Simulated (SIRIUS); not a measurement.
Write the native input for SIRIUS 7.12.0 that does the following.

| Property | Result |
| --- | --- |
| Task | single point |
| Functional | PBEsol |
| Potentials or basis | all-electron FP-LAPW |
| Cutoff | 266 eV |
| Basis | apw+lo standard |
| k mesh | 9 × 9 × 9 |
| Occupations | fermi-dirac, width 0.05 eV |
| Spin | collinear spin, ferromagnetic start |
| Starting moments | [4.0, 0.0] μB |
| Muffin tin radii | Mn 1.99, S 1.91 bohr |
| Basis cutoff (gk_cutoff) | 4.42 1/bohr |
| Cutoff of density and potential (pw_cutoff) | 23 1/bohr |
| lmax of the basis | 10 |
| lmax of density and potential | 8 |
| Valence relativity | iora |
| Core states | Mn 1s2s2p, S 1s |
| Local orbitals (radial functions) | Mn 13, S 12 |
| Reference energy of the basis | 0.3 Ha |
| Smallest sphere radius times basis cutoff | 8.44 |
| Start of the SCF | LDA density |

Crystal: MnS.

```
Mn S
1.0
     0.00000    2.47346    2.47346
     2.47346    0.00000    2.47346
     2.47346    2.47346    0.00000
Mn S
1 1
Cartesian
  0.0000 0.0000 0.0000
  3.7102 3.7102 3.7102
```

The cell is a database's computed one.

These files were run (other wordings do the same):

sirius.json

```json
{
  "control": {
    "processing_unit": "cpu",
    "std_evp_solver_name": "lapack",
    "gen_evp_solver_name": "lapack",
    "verbosity": 2,
    "print_forces": true,
    "ortho_rf": true,
    "use_second_variation": true,
    "rmt_max": 3.0,
    "num_bands_to_print": 24,
    "save_wf": true
  },
  "parameters": {
    "electronic_structure_method": "full_potential_lapwlo",
    "xc_functionals": ["XC_GGA_X_PBE_SOL", "XC_GGA_C_PBE_SOL"],
    "core_relativity": "dirac",
    "valence_relativity": "iora",
    "num_fv_states": 26,
    "smearing": "fermi_dirac",
    "smearing_width": 0.0018374661,
    "pw_cutoff": 23,
    "gk_cutoff": 4.42,
    "lmax_apw": 10,
    "lmax_rho": 8,
    "lmax_pot": 8,
    "num_mag_dims": 1,
    "auto_rmt": 0,
    "ngridk": [9, 9, 9],
    "shiftk": [0, 0, 0],
    "num_dft_iter": 80,
    "energy_tol": 1e-07,
    "density_tol": 1e-05,
    "use_symmetry": true
  },
  "settings": {"tol_ne": 1e-10},
  "iterative_solver": {"type": "exact"},
  "mixer": {"type": "anderson", "beta": 0.4, "max_history": 8},
  "unit_cell": {
    "lattice_vectors": [[0.0, 4.6741684414, 4.6741684414], [4.6741684414, 0.0, 4.6741684414], [4.6741684414, 4.6741684414, 0.0]],
    "atom_types": ["Mn", "S"],
    "atom_files": {"Mn": "Mn.json", "S": "S.json"},
    "atoms": {"Mn": [[0.0, 0.0, 0.0, 0.0, 0.0, 4.0]], "S": [[0.75, 0.75, 0.75, 0.0, 0.0, 0.0]]}
  }
}
```

Mn.json

```json
{
  "name": "manganese",
  "symbol": "Mn",
  "number": 25,
  "mass": 54.938045,
  "rmin": 1e-06,
  "rmt": 1.99,
  "nrmt": 800,
  "rinf": 15.98,
  "core": "1s2s2p",
  "valence": [
    {"basis": [{"enu": 0.1, "dme": 0, "n": 0, "auto": 0}, {"enu": 0.1, "dme": 1, "n": 0, "auto": 0}]},
    {"l": 0, "n": 1, "basis": [{"enu": 0.2, "dme": 0, "n": 0, "auto": 0}]},
    {"l": 1, "n": 2, "basis": [{"enu": 0.2, "dme": 0, "n": 0, "auto": 0}]},
    {"l": 2, "n": 3, "basis": [{"enu": 0.2, "dme": 0, "n": 0, "auto": 0}]},
    {"l": 3, "n": 4, "basis": [{"enu": 0.2, "dme": 0, "n": 0, "auto": 0}]}
  ],
  "lo": [
    {"l": 0, "basis": [{"enu": 0.2, "dme": 0, "n": 0, "auto": 0}, {"enu": 0.2, "dme": 1, "n": 0, "auto": 0}]},
    {
      "l": 0,
      "basis": [{"enu": -2.739, "dme": 0, "n": 3, "auto": 1}, {"enu": -2.739, "dme": 1, "n": 3, "auto": 1}]
    },
    {"l": 0, "basis": [{"enu": -2.739, "dme": 1, "n": 3, "auto": 1}, {"enu": 0.2, "dme": 0, "n": 0, "auto": 0}]},
    {"l": 0, "basis": [{"enu": 0.2, "dme": 0, "n": 0, "auto": 0}, {"enu": 4.2403, "dme": 0, "n": 0, "auto": 0}]},
    {"l": 1, "basis": [{"enu": 0.2, "dme": 0, "n": 0, "auto": 0}, {"enu": 0.2, "dme": 1, "n": 0, "auto": 0}]},
    {
      "l": 1,
      "basis": [{"enu": -1.6072, "dme": 0, "n": 3, "auto": 1}, {"enu": -1.6072, "dme": 1, "n": 3, "auto": 1}]
    },
    {"l": 1, "basis": [{"enu": -1.6072, "dme": 1, "n": 3, "auto": 1}, {"enu": 0.2, "dme": 0, "n": 0, "auto": 0}]},
    {"l": 1, "basis": [{"enu": 0.2, "dme": 0, "n": 0, "auto": 0}, {"enu": 4.8463, "dme": 0, "n": 0, "auto": 0}]},
    {"l": 2, "basis": [{"enu": 0.2, "dme": 0, "n": 0, "auto": 0}, {"enu": 0.2, "dme": 1, "n": 0, "auto": 0}]},
    {"l": 2, "basis": [{"enu": 0.2, "dme": 1, "n": 0, "auto": 0}, {"enu": 0.2, "dme": 2, "n": 0, "auto": 0}]},
    {"l": 2, "basis": [{"enu": 0.2, "dme": 0, "n": 0, "auto": 0}, {"enu": 4.1393, "dme": 0, "n": 0, "auto": 0}]},
    {"l": 3, "basis": [{"enu": 0.2, "dme": 0, "n": 0, "auto": 0}, {"enu": 0.2, "dme": 1, "n": 0, "auto": 0}]},
    {"l": 3, "basis": [{"enu": 0.2, "dme": 0, "n": 0, "auto": 0}, {"enu": 4.5938, "dme": 0, "n": 0, "auto": 0}]}
  ],
  "free_atom": [... radial grid and density of the free atom, the start of the SCF ...]
}
```

S.json

```json
{
  "name": "sulphur",
  "symbol": "S",
  "number": 16,
  "mass": 32.065,
  "rmin": 1e-06,
  "rmt": 1.91,
  "nrmt": 800,
  "rinf": 13.52,
  "core": "1s",
  "valence": [
    {"basis": [{"enu": 0.1, "dme": 0, "n": 0, "auto": 0}, {"enu": 0.1, "dme": 1, "n": 0, "auto": 0}]},
    {"l": 0, "n": 1, "basis": [{"enu": 0.0634, "dme": 0, "n": 0, "auto": 0}]},
    {"l": 1, "n": 2, "basis": [{"enu": 0.2, "dme": 0, "n": 0, "auto": 0}]},
    {"l": 2, "n": 3, "basis": [{"enu": 0.2, "dme": 0, "n": 0, "auto": 0}]},
    {"l": 3, "n": 4, "basis": [{"enu": 0.2, "dme": 0, "n": 0, "auto": 0}]}
  ],
  "lo": [
    {
      "l": 0,
      "basis": [{"enu": 0.0634, "dme": 0, "n": 0, "auto": 0}, {"enu": 0.0634, "dme": 1, "n": 0, "auto": 0}]
    },
    {
      "l": 0,
      "basis": [{"enu": 0.0634, "dme": 1, "n": 0, "auto": 0}, {"enu": 0.0634, "dme": 2, "n": 0, "auto": 0}]
    },
    {
      "l": 0,
      "basis": [{"enu": -7.2763, "dme": 0, "n": 2, "auto": 1}, {"enu": -7.2763, "dme": 1, "n": 2, "auto": 1}]
    },
    {
      "l": 0,
      "basis": [{"enu": 0.0634, "dme": 0, "n": 0, "auto": 0}, {"enu": 3.3528, "dme": 0, "n": 0, "auto": 0}]
    },
    {"l": 1, "basis": [{"enu": 0.2, "dme": 0, "n": 0, "auto": 0}, {"enu": 0.2, "dme": 1, "n": 0, "auto": 0}]},
    {
      "l": 1,
      "basis": [{"enu": -5.2882, "dme": 0, "n": 2, "auto": 1}, {"enu": -5.2882, "dme": 1, "n": 2, "auto": 1}]
    },
    {"l": 1, "basis": [{"enu": -5.2882, "dme": 1, "n": 2, "auto": 1}, {"enu": 0.2, "dme": 0, "n": 0, "auto": 0}]},
    {"l": 1, "basis": [{"enu": 0.2, "dme": 0, "n": 0, "auto": 0}, {"enu": 5.2437, "dme": 0, "n": 0, "auto": 0}]},
    {"l": 2, "basis": [{"enu": 0.2, "dme": 0, "n": 0, "auto": 0}, {"enu": 0.2, "dme": 1, "n": 0, "auto": 0}]},
    {"l": 2, "basis": [{"enu": 0.2, "dme": 1, "n": 0, "auto": 0}, {"enu": 0.2, "dme": 2, "n": 0, "auto": 0}]},
    {"l": 2, "basis": [{"enu": 0.2, "dme": 0, "n": 0, "auto": 0}, {"enu": 4.4762, "dme": 0, "n": 0, "auto": 0}]},
    {"l": 3, "basis": [{"enu": 0.2, "dme": 0, "n": 0, "auto": 0}, {"enu": 0.2, "dme": 1, "n": 0, "auto": 0}]}
  ],
  "free_atom": [... radial grid and density of the free atom, the start of the SCF ...]
}
```

sirius_start.json

```json
{
  "control": {
    "processing_unit": "cpu",
    "std_evp_solver_name": "lapack",
    "gen_evp_solver_name": "lapack",
    "verbosity": 1,
    "print_forces": false,
    "ortho_rf": true,
    "use_second_variation": true,
    "rmt_max": 3.0,
    "num_bands_to_print": 24,
    "save_wf": false
  },
  "parameters": {
    "electronic_structure_method": "full_potential_lapwlo",
    "xc_functionals": ["XC_LDA_X", "XC_LDA_C_PW"],
    "core_relativity": "dirac",
    "valence_relativity": "iora",
    "num_fv_states": 26,
    "smearing": "fermi_dirac",
    "smearing_width": 0.0055123983,
    "pw_cutoff": 23,
    "gk_cutoff": 3.54,
    "lmax_apw": 10,
    "lmax_rho": 8,
    "lmax_pot": 8,
    "num_mag_dims": 1,
    "auto_rmt": 0,
    "ngridk": [4, 4, 4],
    "shiftk": [0, 0, 0],
    "num_dft_iter": 30,
    "energy_tol": 0.01,
    "density_tol": 0.05,
    "use_symmetry": true
  },
  "settings": {"tol_ne": 1e-10},
  "iterative_solver": {"type": "exact"},
  "mixer": {"type": "anderson", "beta": 0.4, "max_history": 8},
  "unit_cell": {
    "lattice_vectors": [[0.0, 4.6741684414, 4.6741684414], [4.6741684414, 0.0, 4.6741684414], [4.6741684414, 4.6741684414, 0.0]],
    "atom_types": ["Mn", "S"],
    "atom_files": {"Mn": "Mn.json", "S": "S.json"},
    "atoms": {"Mn": [[0.0, 0.0, 0.0, 0.0, 0.0, 4.0]], "S": [[0.75, 0.75, 0.75, 0.0, 0.0, 0.0]]}
  }
}
```

Potentials or basis: all-electron FP-LAPW, apw+lo standard.

The run is started by

```console
$ OMP_NUM_THREADS=1 sirius.scf --input=sirius_start.json --output=start.json
$ OMP_NUM_THREADS=1 sirius.scf --input=sirius.json --output=output.json --task=1
```

It gave:

```
Band gap on the k mesh                            : none (metal or under the smearing width)
Net moment                                        : 0.23 μB per cell
Site moments                                      : Mn +0.20; S -0.00 μB
All electrons inside the program's atomic spheres : Mn 23.10; S 13.73 (radii Mn 1.99, S 1.91 bohr)
```

Caveat: the moment fell far below its start of 4 μB, so a state of higher moment may lie lower in energy; semilocal functionals often make such compounds metallic where correlation or magnetic order opens a gap, which also shifts bond lengths.

It took 110 s on 1 thread of Arm Neoverse V1, with other jobs on the host, peak memory 0.72 GiB.
